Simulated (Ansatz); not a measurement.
## A N vacancy in zincblende BN, 63 atoms, charge +2

All numbers below come from Ansatz, DFT, PBEsol, PAW, plane waves.

Command:

```sh
ansatz run in.yaml --threads 8 --pin off --max-ram 118750MiB --runs-dir r --events-out ev --progress --plain --backend cuda --devices 0, --max-vram 170GiB
```

The input less its lattice and atoms (starting moments on atoms near the defect: 1 μB in all):

```yaml
crystal:
  symmetry: { detect: false }
kpoints:
  mp_grid: { grid: [1, 1, 1], shift: [0.25, 0.25, 0.25] }
hamiltonian:
  xc: pbesol
total_charge: 2
magnetization:
  spin_polarized: true
scf:
  occupations: { method: fermi_dirac, width: 0.01 }
relax:
  f_tol: 0.03
  max_steps: 80
  escape_saddle: false
  adjacent_minimum: "off"
output:
  forces: true
  eigenvalues: true
  populations: true
  charged_corrections: { epsilon: 7.1 }
```

Start:

```
B N
1.0
     7.21159    0.00000    0.00000
     0.00000    7.21159    0.00000
     0.00000    0.00000    7.21159
B N
32 31
Direct
  0.99471 0.99504 0.00182
  0.00198 0.00105 0.50176
  0.99822 0.49834 0.00217
  0.00071 0.49803 0.50152
  0.49968 0.99761 0.00151
  0.50327 0.99989 0.49730
  0.49926 0.50026 0.99748
  0.50556 0.50447 0.49675
  0.24714 0.25273 0.99650
  0.24595 0.25233 0.49139
  0.25276 0.75305 0.00250
  0.24077 0.74966 0.50257
  0.74692 0.25260 0.00274
  0.74386 0.24880 0.50070
  0.75401 0.74742 0.99761
  0.74739 0.75278 0.49722
  0.24929 0.00309 0.24921
  0.24865 0.99645 0.74855
  0.25142 0.49723 0.25470
  0.24601 0.49995 0.75088
  0.74701 0.00063 0.24845
  0.75011 0.00350 0.74966
  0.75332 0.49815 0.24823
  0.74974 0.49809 0.75015
  0.99812 0.25322 0.25053
  0.00281 0.25392 0.75037
  0.99899 0.75177 0.24682
  0.00165 0.75677 0.74654
  0.50082 0.25341 0.24866
  0.50101 0.24674 0.75045
  0.49861 0.74629 0.25260
  0.50241 0.75374 0.75133
  0.12258 0.12476 0.12448
  0.12770 0.12324 0.62378
  0.12652 0.62808 0.12190
  0.12323 0.62463 0.62459
  0.62659 0.12652 0.12507
  0.62365 0.12397 0.62555
  0.61865 0.62471 0.12392
  0.37258 0.37094 0.11943
  0.37923 0.37511 0.62301
  0.37683 0.87438 0.12359
  0.37382 0.87109 0.62564
  0.87645 0.37424 0.12579
  0.87307 0.37228 0.62736
  0.87236 0.87385 0.12253
  0.87221 0.87182 0.62362
  0.37400 0.11907 0.37337
  0.38097 0.12398 0.87492
  0.37483 0.62688 0.36889
  0.37676 0.62644 0.87590
  0.87250 0.12649 0.37370
  0.87241 0.12702 0.87328
  0.87832 0.62602 0.37313
  0.87403 0.62565 0.87515
  0.12138 0.37544 0.37141
  0.12394 0.37402 0.87501
  0.12550 0.87902 0.37622
  0.13034 0.87304 0.87508
  0.62346 0.37843 0.37302
  0.62955 0.38104 0.87817
  0.62513 0.87850 0.37465
  0.62097 0.87591 0.87239
```

Steps:

```tsv
step	energy less the first (eV)	largest force component (eV/Å)
start	0.000	2.566
1	-1.289	1.700
2	-2.628	0.743
3	-2.760	0.148
4	-2.763	0.091
5	-2.766	0.016
```

A structure on the way, about -2.63 eV from the start:

```xyz
63
Lattice="7.2116 0.0000 0.0000 0.0000 7.2116 0.0000 0.0000 0.0000 7.2116" Properties=species:S:1:pos:R:3 pbc="T T T"
B     7.2080    0.0032    0.0019
B     0.0172    0.0224    3.5735
B     0.0163    3.5781    0.0153
B     0.0044    3.6137    3.6056
B     3.5692    0.0204    0.0162
B     3.6096    0.0084    3.6062
B     3.6086    3.6125    0.0018
B     3.4758    3.4783    3.4762
B     1.7939    1.8017    7.2105
B     1.7725    1.7805    3.5674
B     1.7781    5.4405    0.0165
B     1.7918    5.4046    3.6106
B     5.4320    1.7860    0.0170
B     5.3958    1.7996    3.6077
B     5.3988    5.4024    0.0032
B     5.5327    5.5389    3.4738
B     1.7953    0.0068    1.7967
B     1.7768    0.0225    5.4324
B     1.7772    3.5785    1.7789
B     1.7915    3.6129    5.4000
B     5.4312    0.0226    1.7781
B     5.3957    0.0084    5.3990
B     5.3969    3.6126    1.7947
B     5.5310    3.4806    5.5318
B     7.2086    1.8036    1.7941
B     0.0167    1.7832    5.4309
B     0.0173    5.4372    1.7765
B     0.0006    5.4078    5.3989
B     3.5713    1.7831    1.7771
B     3.6065    1.7976    5.3980
B     3.6047    5.4003    1.7961
B     3.4739    5.5364    5.5314
N     0.9023    0.9046    0.8972
N     0.9007    0.9042    4.5003
N     0.9023    4.5108    0.8935
N     0.9007    4.5106    4.5017
N     4.5076    0.9025    0.8947
N     4.5065    0.9070    4.5013
N     4.5051    4.5088    0.8984
N     2.7049    2.7059    0.8956
N     2.7191    2.7238    4.5123
N     2.7055    6.3109    0.8961
N     2.7199    6.2987    4.4934
N     6.3102    2.7085    0.8967
N     6.2938    2.7244    4.4915
N     6.3105    6.3126    0.8953
N     6.2941    6.2985    4.5131
N     2.7052    0.9045    2.6990
N     2.7064    0.9042    6.3041
N     2.7190    4.5167    2.7138
N     2.7199    4.4963    6.2924
N     6.3084    0.9059    2.6982
N     6.3084    0.9030    6.3022
N     6.2980    4.5013    2.7126
N     6.2923    4.5229    6.2907
N     0.9027    2.7086    2.6982
N     0.9010    2.7050    6.3036
N     0.9032    6.3127    2.7009
N     0.9032    6.3135    6.3037
N     4.5146    2.7219    2.7143
N     4.4957    2.7245    6.2922
N     4.4952    6.3000    2.7157
N     4.5163    6.2933    6.2864
```

End:

```
B N
1.0
     7.21159    0.00000    0.00000
     0.00000    7.21159    0.00000
     0.00000    0.00000    7.21159
B N
32 31
Cartesian
  7.2087 0.0019 7.2063
  0.0092 0.0140 3.5880
  0.0093 3.5949 0.0070
  0.0020 3.6127 3.6056
  3.5902 0.0141 0.0069
  3.6078 0.0068 3.6056
  3.6078 3.6125 7.2114
  3.4670 3.4716 3.4646
  1.7984 1.8030 7.2056
  1.7840 1.7886 3.5849
  1.7865 5.4241 0.0075
  1.7939 5.4041 3.6057
  5.4195 1.7914 0.0076
  5.3995 1.7985 3.6059
  5.4002 5.4051 0.0001
  5.5352 5.5397 3.4710
  1.7984 0.0008 1.7961
  1.7867 0.0146 5.4172
  1.7839 3.5917 1.7816
  1.7936 3.6128 5.3970
  5.4194 0.0145 1.7845
  5.4003 0.0071 5.3979
  5.3993 3.6129 1.7914
  5.5352 3.4779 5.5329
  7.2078 1.8031 1.7962
  0.0096 1.7915 5.4173
  0.0097 5.4241 1.7846
  0.0025 5.4048 5.3980
  3.5870 1.7886 1.7818
  3.6082 1.7983 5.3971
  3.6082 5.4042 1.7911
  3.4729 5.5401 5.5330
  0.9000 0.9049 0.8981
  0.9001 0.9051 4.5028
  0.9001 4.5095 0.8983
  0.8999 4.5107 4.5038
  4.5046 0.9051 0.8982
  4.5059 0.9046 4.5038
  4.5060 4.5107 0.8976
  2.7040 2.7089 0.8939
  2.7146 2.7194 4.5027
  2.7048 6.3116 0.9019
  2.7134 6.3027 4.5021
  6.3067 2.7099 0.9020
  6.2978 2.7183 4.5023
  6.3074 6.3123 0.8943
  6.2988 6.3036 4.5046
  2.7039 0.9008 2.7020
  2.7047 0.9088 6.3047
  2.7148 4.5094 2.7126
  2.7133 4.5089 6.2957
  6.3068 0.9089 2.7030
  6.3074 0.9011 6.3055
  6.2977 4.5091 2.7113
  6.2987 4.5115 6.2966
  0.8959 2.7088 2.7021
  0.9039 2.7098 6.3048
  0.9040 6.3116 2.7029
  0.8961 6.3123 6.3054
  4.5046 2.7195 2.7127
  4.5040 2.7179 6.2957
  4.5042 6.3026 2.7112
  4.5067 6.3035 6.2965
```

The calculation finished and met its thresholds.

Time: 4.1 s of wall time on one NVIDIA GB200 with 8 processor threads, on a host shared with other runs; peak host memory 1.6 GiB.

How much energy did the relaxation gain, and which atom moved most?

2.77 eV in 5 steps, from a start with small random displacements; atom 8 (B) moved 0.27 Å, the median atom 0.03 Å (drift of the whole cell removed).

The moment started at 1 μB and ended at 1.0 μB; no other spin state is shown. The one k point has no symmetry partners, which can distort the end along one axis.
